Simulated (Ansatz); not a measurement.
A calculation with Ansatz 0.2.0 of Ti (ASE script, structure from a POSCAR):

File run.py:

```python
import json

import ase.io
import numpy as np

import ansatz as az

atoms = ase.io.read("POSCAR", format="vasp")

calculation = (
    az.Crystal.from_ase(atoms)
    .calculation()
    .kpoints(7, 7, 7)
    .functional(exchange="pbe", correlation="pbe", exact_fraction=0.25, screening=0.3)
    .pseudopotentials(kind="nc", source="spms")
    .occupations(method="methfessel_paxton", width=0.05)
    .forces()
    .stress()
    .band_table(publish=True)
)
outcome = calculation.run(threads=2, events_out="events.jsonl")

report = outcome.report
for line in open("events.jsonl"):
    event = json.loads(line)
    if event["event"] == "scf_iter":
        d = event["data"]
        print(f"SCF {d['iter']:3d}  HF = {d['harris_foulkes_ev']:.6f} eV  dr2 = {d['dr2_ev']:.2e} eV")
    elif event["event"] in ("relax_step", "md_step"):
        d = event["data"]
        print(f"{event['event']} {d['step']:3d}  E = {d['lagrangian_ev']:.6f} eV")
np.set_printoptions(precision=5, suppress=True, linewidth=110)
print("converged:", report["converged"], "after", report["n_iterations"], "iterations")
print(f"free energy {report['free_energy_ev']:.6f} eV, Fermi level {report['fermi_energy_ev']:.4f} eV")
for key in ("band_edges_ev", "magnetization_mub", "site_moments_mub", "site_moments_nc_mub", "forces_ev_ang",
                "stress_gpa"):
    if report.get(key) is not None:
        print(key, np.array(report[key]), sep="\n")
```

File POSCAR:

```
Ti
1.0
   -1.6410000000      1.6410000000      1.6410000000
    1.6410000000     -1.6410000000      1.6410000000
    1.6410000000      1.6410000000     -1.6410000000
Ti
1
Direct
    0.0000000000      0.0000000000      0.0000000000
```

Potentials or basis: SPMS NC.

Command:

```sh
$ python run.py
```

This isn't the form of Ti at room conditions, which is hcp.

Task: Write the same calculation in another form: native input, structure typed inline.

Result: As run:

The input input.yaml:

```yaml
crystal:
  lattice:
    - [-1.641, 1.641, 1.641]
    - [1.641, -1.641, 1.641]
    - [1.641, 1.641, -1.641]
  atoms:
    - { symbol: Ti, position: [0.0, 0.0, 0.0] }
hamiltonian:
  xc: { exchange: pbe, correlation: pbe, exx: { coeff: 0.25, omega: 0.3 } }
  pseudopotentials: { kind: nc, source: spms }
kpoints:
  mp_grid: { grid: [7, 7, 7] }
scf:
  occupations: { method: methfessel_paxton, width: 0.05 }
output:
  forces: true
  stress: true
  eigenvalues: true
  write_density: true
  write_potential: true
  elf: true
  volumetric_format: npy
```

Potentials or basis: SPMS NC.

Command:

```sh
$ ansatz run input.yaml --threads 2 --pin off --max-ram 5120MiB --backend cpu --events-out ev --progress --plain --runs-dir out
```

Both were run:

|  | ASE script, structure from a POSCAR | native input, structure typed inline |
| --- | --- | --- |
| Pressure | -3.1 GPa | -3.1 GPa |
| Band gap on the k mesh | none (metal or under the smearing width) | none (metal or under the smearing width) |

Keys that steer only the numerical path or the files written may differ.

Caveat: the k mesh is coarse (spacing up to 0.39 Å⁻¹), so the values aren't converged, least of all with exact exchange; the pressure holds a Pulay correction of +0.3 GPa for the finite cutoff; the potentials were made for another functional, which shifts forces and pressure; the thresholds are loose for stress.
